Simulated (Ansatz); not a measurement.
Task: a point defect in a supercell of HfO2, space group Fm-3m, with Ansatz 0.2.0 through its Python package. Give the script and its output. Use (first run): PBEsol, PAW, the default cutoff (420 eV here), 4×4×4 k-points, Gaussian smearing of 0.05 eV.

```
Hf O
1.0
     0.00000    2.55750    2.55750
     2.55750    0.00000    2.55750
     2.55750    2.55750    0.00000
Hf O
1 2
Direct
  0.00000 0.00000 0.00000
  0.25000 0.25000 0.25000
  0.75000 0.75000 0.75000
```

Script `defect_hfo2.py`:
```python
"""An interstitial in a supercell of HfO2, against the perfect cell."""

import warnings

import ansatz as az
import numpy as np


def main() -> None:
    warnings.simplefilter("ignore", az.DeckWarning)

    system = (
        az.Lattice.of([0.0, 2.5575, 2.5575], [2.5575, 0.0, 2.5575], [2.5575, 2.5575, 0.0])
        .atom("Hf", [0.0, 0.0, 0.0])
        .atom("O", [0.25, 0.25, 0.25])
        .atom("O", [0.75, 0.75, 0.75])
    )
    host = system.supercell(2, 2, 1)
    defective = host.interstitial("H", at=[0.5, 0.5, 0.5])

    def prepare(structure):
        return (
            structure.calculation()
            .functional(az.Functional.PBESOL)
            .kpoints(4)
            .occupations("gaussian", width=0.05)
            .band_table()
        )


    # the dielectric constant is a typed guess; take it from a response run in earnest
    perfect = prepare(host).run().report
    base = (
        prepare(defective)
        .charge(1)
        .charged_corrections(epsilon=5.0)
        .relax(force_tolerance=0.05, max_steps=25)
    )
    out = base.run()
    summary = out.report

    n_host, n_defect = len(perfect["lattice"]["sites"]), len(summary["lattice"]["sites"])
    print(f"perfect cell: {n_host} atoms, F = {perfect['free_energy_ev']:.4f} eV")
    print(f"defect cell:  {n_defect} atoms, F = {summary['free_energy_ev']:.4f} eV")
    # chemical potentials are still to be added to this difference
    print(f"difference {summary['free_energy_ev'] - perfect['free_energy_ev']:.4f} eV (no chemical potentials)")
    print(f"point-charge correction {out.charged_corrections().monopole_ev:.3f} eV at charge {1:+d}")

    for label, run in (("perfect", perfect), ("defect", summary)):
        levels, filled = np.array(run["eigenvalues_ev"][0]), np.array(run["occupations"][0])
        top = int(np.argmin(np.abs(levels - run["fermi_energy_ev"])))
        window = slice(max(top - 3, 0), top + 4)
        print(label, "levels near E_F at the first k-point:", ", ".join(f"{e - run['fermi_energy_ev']:.2f} ({f:.2f})" for e, f in zip(levels[window], filled[window])))

    start = np.array([site.position for site in defective.resolved().sites])
    step = np.array([site.position_frac for site in out.lattice.sites]) - start
    moved = np.linalg.norm((step - np.round(step)) @ out.lattice.cell_ang, axis=1)
    print("relaxation by atom (A):", " ".join(f"{site.symbol}:{d:.3f}" for site, d in zip(out.lattice.sites, moved)))


if __name__ == "__main__":
    main()
```

```console
$ python defect_hfo2.py
perfect cell: 12 atoms, F = -66900.1111 eV
defect cell:  13 atoms, F = -66929.1322 eV
difference -29.0211 eV (no chemical potentials)
point-charge correction 0.727 eV at charge +1
perfect levels near E_F at the first k-point: -2.41 (2.00), -2.41 (2.00), -2.41 (2.00), -1.79 (2.00), 1.79 (0.00), 1.92 (0.00), 1.93 (0.00)
defect levels near E_F at the first k-point: -0.94 (2.00), -0.93 (2.00), -0.30 (2.00), 0.28 (0.00), 3.51 (0.00), 3.57 (0.00), 3.85 (0.00)
relaxation by atom (A): Hf:0.026 O:0.035 O:0.035 Hf:0.036 O:0.039 O:0.039 Hf:0.036 O:0.039 O:0.039 Hf:0.026 O:0.015 O:0.015 H:0.000
```

Caveats:
- Total energies depend on the potentials; only differences at equal settings carry meaning. A total without «per atom» is that of the cell as typed.
- No spin polarisation was allowed.
- The computed bands are complete only to about 4.9 eV above the Fermi level.
- The relaxation stopped at 0.037 eV/Å, so the energy gained is a lower bound and displacements are uncertain.
- The difference holds no chemical potentials.
- This is a high-temperature or high-pressure form, not the ambient phase.
- In a crystal with a gap the Fermi level's place inside it depends on smearing and mesh.
- Each cell's levels count from its own Fermi level and aren't aligned; one k-point can hide that the defect cell is metallic.
- The starting cell is as deposited in a crystallographic database; the results hold for this polymorph, which needn't be the stable one.
- Levels are Kohn-Sham eigenvalues on this mesh, without spin-orbit coupling.
- The supercell is small, so the defect meets its images and the energies aren't those of an isolated defect; a partly filled defect level may also lower its energy by spin or distortion. For a charged cell the difference holds no correction, alignment or term for the electrons' reservoir.
- The whole script took 67 s on 1 thread of Intel(R) Xeon(R) Processor @ 2.30GHz, on a shared host, peak memory 0.73 GiB.
